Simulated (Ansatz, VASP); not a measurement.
**NaH in VASP and in Ansatz**

Contents of POSCAR:

```
NaH
1.0
    0.0000000000      2.6478540124      2.6478540124
    2.6478540124      0.0000000000      2.6478540124
    2.6478540124      2.6478540124      0.0000000000
Na H
1 1
Direct
    0.0000000000      0.0000000000      0.0000000000
    0.2500000000      0.2500000000      0.2500000000
```

INCAR.step1

```
SYSTEM = NaH
ALGO = Normal ; EDIFF = 1E-4
ENCUT = 520 ; GGA = PE
ISMEAR = 0 ; LASPH = .True.
LCHARG = .False. ; LREAL = .False.
LWAVE = .True. ; NBANDS = 11
NELM = 60 ; PREC = Accurate
SIGMA = 0.01
```

The input INCAR.step2:

```
SYSTEM = NaH
ALGO = Normal ; EDIFF = 1E-7
ENCUT = 520 ; ISIF = 2
ISMEAR = 0 ; ISTART = 1
LASPH = .True. ; LCHARG = .False.
LMIXTAU = .True. ; LREAL = .False.
LWAVE = .False. ; METAGGA = R2SCAN
NBANDS = 11 ; NELM = 60
PREC = Accurate ; SIGMA = 0.01
```

KPOINTS

```
k-points
0
Gamma
  8 8 8
  0 0 0
```

Input for Ansatz:

```yaml
crystal:
  lattice:
    - [0.0, 2.6478540124, 2.6478540124]
    - [2.6478540124, 0.0, 2.6478540124]
    - [2.6478540124, 2.6478540124, 0.0]
  atoms:
    - { symbol: Na, position: [0.0, 0.0, 0.0] }
    - { symbol: H, position: [0.25, 0.25, 0.25] }
kpoints:
  mp_grid: { grid: [8, 8, 8] }
hamiltonian:
  xc: r2scan
scf:
  occupations: { method: fixed }
  n_extra_bands: 4
output:
  forces: true
  stress: true
  eigenvalues: true
```

Alike in both runs: task single point; functional r2SCAN; k mesh 8 × 8 × 8; no spin polarisation.

|  | VASP | Ansatz |
| --- | --- | --- |
| version | VASP 6.6.1 | Ansatz 0.2.0 |
| potentials or method | VASP PAW PBE potentials, release 64 (Na_pv, H) | plane waves, PAW |
| plane-wave cutoff (eV) | 520 | 500 |
| occupations | gaussian, width 0.01 eV | fixed |
| valence electrons in the cell | 8 | 10 |

|  | VASP | Ansatz | Ansatz less VASP |
| --- | --- | --- | --- |
| gap on the k mesh at the Fermi level (eV) | 4.00 | 4.00 | -0.002 |
| pressure (GPa) | -1.0 | -0.9 | +0.09 |

The two sets of potentials don't hold the same shells in valence.

Caveats: the PAW data sets were made with another functional, which shifts forces and pressure a little (VASP). r2SCAN opens gaps a little over a GGA but as a rule still falls short of measured ones. A k mesh can miss the band edges.
